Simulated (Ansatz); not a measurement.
# TiSe2 (P-3m1): other levels of theory at one geometry

Aim: keep the cell of TiSe2 (P-3m1) fixed and change the level of theory, to see how the gap and the pressure move.

A COD entry behind a cell of this session may itself be a prediction, so a difference from it is no test against experiment.

Computed with Ansatz 0.2.0 (DFT at several levels, plane waves, PAW, unless a step's input says otherwise).

The runs add the D3(BJ) dispersion term to the functional named.

## Step 1: Starting point

It takes space group P-3m1 (No. 164, trigonal). Conventional cell: a = 3.483 Å, b = 3.483 Å, c = 5.859 Å, α = 90.00°, β = 90.00°, γ = 120.00°. Ti (site symmetry -3m) is surrounded by 6 Se at 2.54 Å. Se (site symmetry 3m) has 3 Ti at 2.54 Å as nearest neighbours.

As a file:

```
Ti Se
1.0
     3.48257    0.00000    0.00000
    -1.74129    3.01600    0.00000
     0.00000    0.00000    5.85933
Ti Se
1 2
Direct
  0.00000 0.00000 0.00000
  0.33333 0.66667 0.26494
  0.66667 0.33333 0.73506
```

An earlier run at PBE left this cell at 20.514 Å³/atom and 0.01 GPa (12×12×6 mesh), a metal on this mesh.

Levels to run: PBE+SOC. Hardware: 4 threads of Arm Neoverse V2, shared host.

## Step 2: PBE+SOC

Input file input.yaml:

```yaml
crystal:
  lattice:
    - [3.4825719583, 0.0, 0.0]
    - [-1.7412859791, 3.0159957864, 0.0]
    - [0.0, 0.0, 5.8593341599]
  atoms:
    - { symbol: Ti, position: [0.0, 0.0, 0.0] }
    - { symbol: Se, position: [0.3333333333, 0.6666666667, 0.2649363149] }
    - { symbol: Se, position: [0.6666666667, 0.3333333333, 0.7350636851] }
basis:
  ecutwfc: 420
  ecutrho_ratio: 4
kpoints:
  mp_grid: { grid: [12, 12, 6] }
hamiltonian:
  xc: pbe
  dispersion: d3bj
scf:
  occupations: { method: gaussian, width: 0.05 }
output:
  forces: true
  stress: true
  eigenvalues: true
  populations: true
  dos: { projected: true, de: 0.02 }
magnetization:
  noncollinear: true
  spin_orbit: true
```

Started as:

```console
$ ansatz run input.yaml --threads 4 --pin off --max-ram 10240MiB --backend cpu --events-out ev --progress --plain --runs-dir out
```

Before running it: what results should come out? Wanted: for each run, pressure.

The runs gave:

| level | mesh | gap on the mesh (eV) | pressure (GPa) | time |
| --- | --- | --- | --- | --- |
| PBE | 12×12×6 | metal | 0.0 | 14 s* |
| PBE+SOC | 12×12×6 | metal | 0.0 | 22 s* |

Times are on 4 threads of Arm Neoverse V2, shared host. * Includes bands or densities of states.

Every level gives a metal. Total energies of different levels have different zeros and can't be compared.
